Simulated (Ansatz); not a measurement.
Input and command of a plane-wave DFT calculation in Ansatz:

```yaml
crystal:
  lattice:
    - [3.2046974278, 0.0, 0.0]
    - [-1.6023487139, 2.7753493839, 0.0]
    - [0.0, 0.0, 7.6025931599]
  atoms:
    - { symbol: Hf, position: [0.0, 0.0, 0.0] }
    - { symbol: Hf, position: [0.3333333333, 0.6666666667, 0.3333333333] }
    - { symbol: Hf, position: [0.6666666667, 0.3333333333, 0.6666666667] }
basis:
  ecutwfc: 420
kpoints:
  mp_grid: { grid: [15, 15, 6] }
hamiltonian:
  xc: pbe
scf:
  occupations: { method: gaussian, width: 0.1 }
output:
  forces: true
  stress: true
  eigenvalues: true
  populations: true
relax:
  adjacent_minimum: "off"
  f_tol: 0.01
  max_steps: 45
  cell: { stress_tol: 0.05 }
```

```bash
ansatz run input.yaml --threads 1 --pin off --max-ram 2560MiB --backend cpu --events-out ev --progress --plain --runs-dir out
```

Processor: AMD EPYC 7R13 Processor (Zen 3), 1 thread, on a host shared with other jobs.

Task: Estimate time, memory and problem size.

Result: About 100 s on 1 thread of AMD EPYC 7R13 Processor (Zen 3), with other jobs on the host, peak memory 0.63 GiB. It solves 47 bands at 146 k points (the mesh reduced by the symmetry that the task leaves, which can be less than the crystal's) with about 1333 plane waves (on the last cell), in 27 SCF iterations over 5 ionic steps.
